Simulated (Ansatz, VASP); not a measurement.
# SiC (Moissanite 3C) in two plane-wave programs

One calculation is typed for both programs; each brings its own data sets and cutoff. How far apart do they land?

Program: Ansatz 0.2.0. Level of theory: plane waves, with VASP 6.6.1 beside it; band structure at LDA. Results are calculated unless marked as measured.

**1. The starting structure**

The structure is cubic, space group F-43m (No. 216). Conventional cell: a = 4.358 Å, b = 4.358 Å, c = 4.358 Å, α = 90.00°, β = 90.00°, γ = 90.00°. Nearest to Si lie 4 C at 1.89 Å. Nearest to C lie 4 Si at 1.89 Å. Farther neighbours are not listed.

**2. VASP: band structure, LDA**

Levels along a path test the potential and the projectors away from the mesh points.

Lines of VASP's logs that name or quote its potential files are left out, and so is its time.

Contents of INCAR:

```
SYSTEM = SiC
PREC = Accurate
ENCUT = 440
EDIFF = 1E-08
NELM = 100
ISMEAR = 0
SIGMA = 0.01
LREAL = .FALSE.
ALGO = Normal
GGA = CA
NBANDS = 10
LORBIT = 11
LWAVE = .TRUE.
LCHARG = .FALSE.
KPAR = 4
```

Contents of POSCAR:

```
SiC
1.0
    0.0000000000      2.1790000000      2.1790000000
    2.1790000000      0.0000000000      2.1790000000
    2.1790000000      2.1790000000      0.0000000000
Si C
1 1
Direct
    0.0000000000      0.0000000000      0.0000000000
    0.7500000000      0.7500000000      0.7500000000
```

Contents of KPOINTS:

```
Automatic mesh
0
Gamma
6 6 6
0 0 0
```

Contents of KPOINTS_OPT:

```
Line mode
12
Line-mode
Reciprocal
  0.00000000   0.00000000   0.00000000 GAMMA
  0.50000000   0.00000000   0.50000000 X

  0.50000000   0.00000000   0.50000000 X
  0.50000000   0.25000000   0.75000000 W

  0.50000000   0.25000000   0.75000000 W
  0.37500000   0.37500000   0.75000000 K

  0.37500000   0.37500000   0.75000000 K
  0.00000000   0.00000000   0.00000000 GAMMA

  0.00000000   0.00000000   0.00000000 GAMMA
  0.50000000   0.50000000   0.50000000 L

  0.50000000   0.50000000   0.50000000 L
  0.62500000   0.25000000   0.62500000 U

  0.62500000   0.25000000   0.62500000 U
  0.50000000   0.25000000   0.75000000 W

  0.50000000   0.25000000   0.75000000 W
  0.50000000   0.50000000   0.50000000 L

  0.50000000   0.50000000   0.50000000 L
  0.37500000   0.37500000   0.75000000 K

  0.62500000   0.25000000   0.62500000 U
  0.50000000   0.00000000   0.50000000 X
```

The projector-augmented-wave data sets are Si_GW and C_GW (LDA family, release 64).

Command:

```console
mpirun -np 4 vasp_std
```

Numbers of over 12 decimals in the logs are rounded to 6 here.

Output:

```text
[banner, memory and clock lines left out]
running    4 mpi-ranks, on    1 nodes
 distrk:  each k-point on    1 cores,    4 groups
 distr:  one band on    1 cores,    1 groups

 POSCAR found type information on POSCAR SiC
 POSCAR found :  2 types and       2 ions
 LDA part: xc-table for (Slater(with rela. corr.)+CA(PZ))
 , standard interpolation
 POSCAR, INCAR and KPOINTS ok, starting setup
 FFT: planning ... GRIDC
 FFT: planning ... GRID_SOFT
 FFT: planning ... GRID
 WAVECAR not read
 entering main loop
       N       E                     dE             d eps       ncg     rms          rms(c)
DAV:   1     0.335420378362E+01    0.33542E+01   -0.44162E+03   346   0.747E+02
DAV:   2    -0.181231530993E+02   -0.21477E+02   -0.20537E+02   468   0.133E+02
DAV:   3    -0.186885061385E+02   -0.56535E+00   -0.56364E+00   420   0.179E+01
DAV:   4    -0.186946272141E+02   -0.61211E-02   -0.61189E-02   442   0.223E+00
DAV:   5    -0.186947212484E+02   -0.94034E-04   -0.94016E-04   408   0.262E-01    0.718E+00
DAV:   6    -0.167322839780E+02    0.19624E+01   -0.75855E+00   440   0.169E+01    0.209E+00
DAV:   7    -0.166507139303E+02    0.81570E-01   -0.29153E-01   418   0.342E+00    0.113E+00
DAV:   8    -0.166276263905E+02    0.23088E-01   -0.32692E-02   454   0.156E+00    0.958E-02
DAV:   9    -0.166274278030E+02    0.19859E-03   -0.14634E-03   422   0.269E-01    0.409E-02
DAV:  10    -0.166274343465E+02   -0.65436E-05   -0.13376E-04   464   0.783E-02    0.822E-03
DAV:  11    -0.166274336888E+02    0.65771E-06   -0.55177E-06   436   0.187E-02    0.188E-03
DAV:  12    -0.166274336055E+02    0.83348E-07   -0.46778E-07   424   0.443E-03    0.269E-04
DAV:  13    -0.166274336123E+02   -0.68205E-08   -0.57157E-09   258   0.951E-04
   1 F= -.16627434E+02 E0= -.16627434E+02  d E =-.240813E-66
 Start KPOINTS_OPT (optional k-point list driver)
k-point batch [1-16\120]
       N       E                     dE             ncg
DAV:   1     0.647738090142E+03   -0.27494E+04      350
DAV:   2     0.310960573648E+03   -0.33678E+03      526
DAV:   3     0.305374554108E+03   -0.55860E+01      414
DAV:   4     0.305273444999E+03   -0.10111E+00      446
DAV:   5     0.305269953327E+03   -0.34917E-02      420
DAV:   6     0.305269898814E+03   -0.54513E-04      496
DAV:   7     0.305269896995E+03   -0.18192E-05      412
DAV:   8     0.305269896982E+03   -0.13148E-07      448
DAV:   9     0.305269896981E+03   -0.27671E-09      302
[...]
k-point batch [113-120\120]
       N       E                     dE             ncg
DAV:   1     0.299471625519E+04   -0.24720E+04      214
DAV:   2     0.288828056635E+04   -0.10644E+03      222
DAV:   3     0.288646770588E+04   -0.18129E+01      232
DAV:   4     0.288645304970E+04   -0.14656E-01      224
DAV:   5     0.288645287510E+04   -0.17460E-03      236
DAV:   6     0.288645287127E+04   -0.38347E-05      252
DAV:   7     0.288645287126E+04   -0.91773E-08      212
 writing wavefunctions
```

OUTCAR, selected parts (step 2):

```text
ion  position               nearest neighbor table
   1  0.000  0.000  0.000-   2 1.89   2 1.89   2 1.89   2 1.89
   2  0.750  0.750  0.750-   1 1.89   1 1.89   1 1.89   1 1.89

  LATTYP: Found a face centered cubic cell.
 ALAT       =     4.3580000000

 Subroutine GETGRP returns: Found 24 space group operations
 (whereof 24 operations were pure point group operations)

The static configuration has the point symmetry T_d .

 Found     16 irreducible k-points:

   k-points           NKPTS =     16   k-points in BZ     NKDIM =     16   number of bands    NBANDS=     10

   dimension x,y,z NGX =    24 NGY =   24 NGZ =   24
   dimension x,y,z NGXF=    48 NGYF=   48 NGZF=   48

   ENCUT  =  440.0 eV  32.34 Ry    5.69 a.u.   5.27  5.27  5.27*2*pi/ulx,y,z

   NELECT =       8.0000    total number of electrons

 k-points in reciprocal lattice and weights: Automatic mesh
   0.00000000  0.00000000  0.00000000       0.005
   0.16666667  0.00000000  0.00000000       0.037
   0.33333333  0.00000000  0.00000000       0.037
   0.50000000  0.00000000  0.00000000       0.019
   0.16666667  0.16666667  0.00000000       0.028
   0.33333333  0.16666667  0.00000000       0.111
   0.50000000  0.16666667  0.00000000       0.111
  -0.33333333  0.16666667  0.00000000       0.111
  -0.16666667  0.16666667  0.00000000       0.056
[...]
-0.33333333  0.33333333  0.16666667       0.111
  -0.33333333  0.50000000  0.16666667       0.056

 average (electrostatic) potential at core
       1 -65.7571       2 -49.3655

 E-fermi :   7.8697

 k-point     1 :       0.0000    0.0000    0.0000
  band No.  band energies     occupation
      1      -7.5790      2.00000
      2       7.7497      2.00000
      3       7.7497      2.00000
      4       7.7497      2.00000
      5      14.0319      0.00000
      6      14.9301      0.00000
      7      14.9301      0.00000
      8      14.9301      0.00000
      9      22.1926      0.00000
    ...

 k-point     2 :       0.1667    0.0000    0.0000
  band No.  band energies     occupation
      1      -7.0379      2.00000
      2       5.3893      2.00000
      3       7.4154      2.00000
      4       7.4154      2.00000
      5      14.0449      0.00000
      6      15.4474      0.00000
      7      15.4474      0.00000
      8      16.0187      0.00000
      9      20.6436      0.00000
    ...

 k-point     3 :       0.3333    0.0000    0.0000
  band No.  band energies     occupation
      1      -5.4997      2.00000
      2       1.5817      2.00000
      3       6.8998      2.00000
      4       6.8998      2.00000
      5      13.3774      0.00000
      6      15.2795      0.00000
      7      15.2795      0.00000
      8      17.5384      0.00000
      9      21.9127      0.00000
    ...

  Total       -0.6795723     -0.6795723     -0.6795723      0.0000000      0.0000000      0.0000000
  in kB      -52.6192429    -52.6192429    -52.6192429      0.0000000      0.0000000      0.0000000
  external PRESSURE =     -52.6192429 kB  Pullay stress =       0.0000000 kB

  energy-cutoff  :      440.00
  volume of cell :       20.69
      direct lattice vectors                 reciprocal lattice vectors
     0.000000000  2.179000000  2.179000000    -0.229463056  0.229463056  0.229463056
     2.179000000  0.000000000  2.179000000     0.229463056 -0.229463056  0.229463056
     2.179000000  2.179000000  0.000000000     0.229463056  0.229463056 -0.229463056

 POSITION                                       TOTAL-FORCE (eV/Angst)
 -----------------------------------------------------------------------------------
      0.00000      0.00000      0.00000        -0.000000     -0.000000     -0.000000
      3.26850      3.26850      3.26850         0.000000      0.000000      0.000000
 -----------------------------------------------------------------------------------
    total drift:                                0.000000      0.000000     -0.000000

  FREE ENERGIE OF THE ION-ELECTRON SYSTEM (eV)
  ---------------------------------------------------
  free  energy   TOTEN  =       -16.6274336123 eV

  energy  without entropy=      -16.6274336123  energy(sigma->0) =      -16.62743361

 total charge
# of ion       s       p       d       tot
------------------------------------------
    1        0.692   0.958   0.208   1.858
    2        0.803   1.683   0.000   2.486
--------------------------------------------------
tot          1.495   2.641   0.208   4.344

[... 3 further parts left out ...]
```

The run ends at a pressure of -5.26 GPa.

**3. Ansatz: band structure, LDA**

Ansatz runs on its default PAW (the set named soft_2) files.

The same cell, functional (in two slightly different forms), mesh and smearing now go to Ansatz, which takes its cutoff from its data sets.

Contents of input.yaml:

```yaml
crystal:
  lattice:
    - [0.0, 2.179, 2.179]
    - [2.179, 0.0, 2.179]
    - [2.179, 2.179, 0.0]
  atoms:
    - { symbol: Si, position: [0.0, 0.0, 0.0] }
    - { symbol: C, position: [0.75, 0.75, 0.75] }
hamiltonian:
  xc: lda
  pseudopotentials: { kind: paw }
kpoints:
  mp_grid: { grid: [6, 6, 6] }
  band_path:
    path:
      - [0.0, 0.0, 0.0]
      - [0.18182, 0.0, 0.18182]
      - [0.36364, 0.0, 0.36364]
      - [0.5, 0.0, 0.5]
      - [0.5, 0.09091, 0.59091]
      - [0.5, 0.18182, 0.68182]
      - [0.5, 0.25, 0.75]
      - [0.45455, 0.29545, 0.75]
      - [0.40909, 0.34091, 0.75]
      - [0.375, 0.375, 0.75]
      - [0.20455, 0.20455, 0.40909]
      - [0.06818, 0.06818, 0.13636]
      - [0.04545, 0.04545, 0.04545]
      - [0.22727, 0.22727, 0.22727]
      - [0.40909, 0.40909, 0.40909]
      - [0.51136, 0.47727, 0.51136]
      - [0.55682, 0.38636, 0.55682]
      - [0.60227, 0.29545, 0.60227]
      - [0.61364, 0.25, 0.63636]
      - [0.56818, 0.25, 0.68182]
      - [0.51136, 0.25, 0.73864]
      - [0.5, 0.29545, 0.70455]
      - [0.5, 0.38636, 0.61364]
      - [0.5, 0.47727, 0.52273]
      - [0.47727, 0.47727, 0.54545]
      - [0.43182, 0.43182, 0.63636]
      - [0.38636, 0.38636, 0.72727]
      - [0.60227, 0.20455, 0.60227]
      - [0.55682, 0.11364, 0.55682]
      - [0.5, 0.0, 0.5]
    npoints: 1
scf:
  occupations: { method: gaussian, width: 0.01 }
  n_extra_bands: 7
output:
  forces: true
  stress: true
  eigenvalues: true
```

Command:

```console
ansatz run input.yaml --threads 2 --pin off --max-ram 4608MiB --backend cpu --events-out ev --progress --plain --runs-dir out
```

Output:

```text
scf.n_extra_bands = 7 over 4 filled bands (N_el = 8.0): the run solves 11 bands
Engine: ansatz 0.2.0, aarch64-unknown-linux-gnu
Pseudopotentials: kind: paw
Pseudopotential: Si, paw, valence charge 4, recommended cutoff 420 eV (normal), Si.paw.azcp
Pseudopotential: C, paw, valence charge 4, recommended cutoff 420 eV (normal), C.paw.azcp
Functional definition: SPW92
  exchange = slater_x
  correlation = pw_c
Crystal: 2 atoms, lattice volume = 20.692 Å³
Basis set: ecut = 420 eV, 411 PW (Γ)
Bands: 11, of which v1, the nominal top of the filled ones, is band 4 counted from 1 (3 counted from 0)
Symmetry: 24 space group operations
Space group: F-43m (ITA 216), of the structure as read, at distance tolerance 2.7e-5 Å
k-points: 16 of 216 (time reversal used)
Non-local potential: Si, projectors of the file, l = 0: 2, l = 1: 2, l = 2: 2
Non-local potential: C, projectors of the file, l = 0: 2, l = 1: 2, l = 2: 1
PAW form: soft (Blöchl's): semilocal exchange-correlation on the pseudo side does not see the compensation charge
PAW frozen core: Si, regenerated for the run's functional, and the local potential with it (the file was generated under x = pbe(κ = 0.804, μ = 0.219515), c = pbe(β = 0.066725))
PAW frozen core: C, regenerated for the run's functional, and the local potential with it (the file was generated under x = pbe(κ = 0.804, μ = 0.219515), c = pbe(β = 0.066725))
PAW one-centre angular grid: Si, 110 points (default); XC on 64 Gauss nodes
PAW one-centre angular grid: C, 110 points (default); XC on 64 Gauss nodes
Initial density: superposition of atomic densities (neutral atoms: chi_scale 0, normalization atom), corrected by the library's trained network
Initial wavefunctions: pseudopotential atomic-orbital guess
Functional: x = slater, c = lda
SCF iter   1: F=—  HF=-852.187466 eV  |F-HF|=—  |Δ(HF+E_count)|=         —  Δρ=7.29e-3  dr2=1.11e-2  ethr=1.77e-3  ⟨swp⟩=6.1  Hψ=1274  notcnv=0
preconditioner: auto → none  [insulator: Δε(μ)=1.242 eV  Ē_g=17.377 eV  σ=0.010 eV  W_gap=1.00  n_scr=0 (ndim 8)  ℏωp=23.1 eV  f_vac=0.000  D(μ)=0.00/eV (n_scr^D=0)  ε∞_Penn≈2.8]
SCF iter   2: F=—  HF=-852.184507 eV  |F-HF|=—  |Δ(HF+E_count)|=   2.96e-3  Δρ=3.40e-3  dr2=1.16e-3  ethr=1.38e-4  ⟨swp⟩=2.0  Hψ=385  notcnv=0  defer=31
SCF iter   3: F=—  HF=-852.184198 eV  |F-HF|=—  |Δ(HF+E_count)|=   3.09e-4  Δρ=1.42e-3  dr2=1.64e-4  ethr=1.44e-5  ⟨swp⟩=2.8  Hψ=272  notcnv=0  defer=31
SCF iter   4: F=—  HF=-852.184160 eV  |F-HF|=—  |Δ(HF+E_count)|=   3.84e-5  Δρ=2.77e-4  dr2=6.77e-6  ethr=2.05e-6  ⟨swp⟩=1.0  Hψ=145  notcnv=0  defer=31
SCF iter   5: F=—  HF=-852.184158 eV  |F-HF|=—  |Δ(HF+E_count)|=   1.94e-6  Δρ=2.01e-5  dr2=3.50e-8  ethr=8.47e-8  ⟨swp⟩=1.2  Hψ=156  notcnv=0  defer=31
SCF iter   6: F=-852.184158 eV  HF=-852.184158 eV  |F-HF|=6.29e-11  |Δ(HF+E_count)|=   1.03e-8  Δρ=1.19e-6  dr2=9.94e-11  ethr=4.38e-10  ⟨swp⟩=5.9  Hψ=756  notcnv=0
SCF 1 converged in 6 iterations: F = -852.184158 eV  dr2 = 9.94e-11
  greatest PAW one-centre occupation: 0.636 electrons in one spin orbital (limit 2), on the C atom at site 1 (counted from 0), in its partial waves of l = 0
NSCF: frozen V_eff on 30 k-points
SCF converged after 6 iterations
Free energy (F): -852.184158 eV
Harris-Foulkes:  -852.184158 eV  (|F-HF|=6.29e-11)
Internal energy: -852.184158 eV  (E = F + TS)
E sigma→0 (E₀):  -852.184158 eV
Fermi energy:    9.906597 eV
--- Per-component energies (eV) ---
  E_band       = 27.094863
  E_kinetic    = 135.768043
  E_local      = -106.332917  (includes V_loc(G=0)·N_el)
  E_nonlocal   = 53.894960
  E_hartree    = 31.814862
  E_xc         = -104.703545
  E_vxc        = -109.366404  (∫ρ·V_xc dr)
  E_paw        = -577.988956  (= ΣΔE_a)
  E_vpaw       = -10.498566  (= ΣTr[D̂ρ^β])
  E_aug_tail   = 0.000012  (compensation charges beyond the density's cutoff)
  E_ewald      = -284.783780
  E_core_change = 0.147163  (= ΣΔE_core)
  E_smearing   = -0.000000  (= −TS)
  E_closure    = -0.000000  (closes the sum)
  Σ components = -852.184158   (vs F -852.184158, Δ=0.00e0)
--- Forces (eV/Å), atoms counted from 1 ---
  atom   1  Si    -0.00000000     0.00000000     0.00000000
  atom   2  C      0.00000000     0.00000000     0.00000000
  max |Σ_I F_I| component: 2.22e-16 eV/Å
--- Stress (GPa, compression-positive) ---
       -4.382326      -0.000000      -0.000000
       -0.000000      -4.382326       0.000000
        0.000000       0.000000      -4.382326
  P = ⅓ Tr σ = -4.3823 GPa (-43.823 kbar)
--- Band table (eV; the first three rows and the last of 16) ---
  k-point 0: bands = [-6.0709, 9.2517, 9.2517, 9.2517, 15.5165, 16.4441, 16.4441, 16.4441, ... 3 higher]
  k-point 1: bands = [-5.5295, 6.8971, 8.9201, 8.9201, 15.5453, 16.9606, 16.9606, 17.5167, ... 3 higher]
  k-point 2: bands = [-3.9913, 3.0906, 8.4044, 8.4044, 14.8785, 16.7933, 16.7933, 19.0360, ... 3 higher]
  k-point 15: bands = [-0.7883, 1.9428, 4.7187, 4.8484, 13.1846, 16.2118, 19.9681, 21.2850, ... 3 higher]
```

Run time: 1.2 s. Hardware: 2 threads of Arm Neoverse N1, shared host; peak memory 0.23 GiB; 1.8 s of CPU time.

**4. Side by side**

Known differences besides the potentials themselves: the two LDA forms differ slightly; the cutoff is 420 eV in Ansatz and 440 eV in VASP; VASP's log shows a relativistic correction to its local exchange, Ansatz's none. Total energies have different zeros and are not compared.

Both answers:

```
                     quantity  Ansatz   VASP  difference
gap over the path points (eV)   1.310  1.296      +0.014
```

Levels at points of the path, from each program's valence-band top (eV; 3 filled, then empty):

```
k (reciprocal lattice)                             Ansatz                               VASP
     0.000 0.000 0.000      0.00 0.00 0.00 6.26 7.19 7.19      0.00 0.00 0.00 6.28 7.18 7.18
     0.182 0.000 0.182   -2.02 -1.27 -1.27 5.18 7.19 9.18   -2.03 -1.27 -1.27 5.17 7.20 9.17
     0.364 0.000 0.364  -5.66 -2.80 -2.80 2.16 4.78 12.50  -5.66 -2.81 -2.81 2.15 4.78 12.49
     0.500 0.000 0.500  -7.82 -3.19 -3.19 1.31 4.18 13.82  -7.82 -3.20 -3.20 1.30 4.18 13.81
     0.500 0.091 0.591  -7.65 -3.74 -3.73 2.30 5.14 12.65  -7.65 -3.75 -3.73 2.29 5.13 12.65
     0.500 0.182 0.682  -7.24 -4.68 -4.50 4.26 7.39 10.34  -7.24 -4.68 -4.51 4.25 7.38 10.34
     0.500 0.250 0.750   -7.04 -5.02 -4.71 5.13 9.33 9.36   -7.04 -5.03 -4.72 5.13 9.33 9.35
     0.455 0.295 0.750   -7.12 -5.29 -4.00 4.58 8.19 9.97   -7.13 -5.31 -4.01 4.57 8.19 9.97
     0.409 0.341 0.750  -7.25 -5.52 -2.95 3.43 7.72 11.05  -7.25 -5.53 -2.96 3.42 7.72 11.04
     0.375 0.375 0.750  -7.29 -5.57 -2.60 3.04 7.64 11.70  -7.29 -5.58 -2.61 3.02 7.64 11.69
```

Among the levels compared at these points, filled levels agree within 12 meV and empty ones within 17 meV. Not compared: the pressure (VASP's GW data sets at this cutoff don't carry it).

**5. What came out**

* difference in gap over the path points (band structure, LDA): 0.014 eV

The difference in gap over the path points is 0.014 eV (band structure, LDA), within the 0.08 eV picked in this series as the mark of a large difference. Such differences can come from data sets, numerical settings and the points named under the comparisons, not from the functional's error against experiment.

[Lines on the potential files, build, host, timing and source positions are cut from VASP's logs without a mark.]

[Logs are printed without paths, hosts, clocks, repeated set-up lines and the standing remarks that a program may print on its own settings, such as how far it seeks lower states.]

[Hosts, paths, dates, database ids (printed as entryN), source tags and the programs' standing remarks are cut or masked in the printed files.]
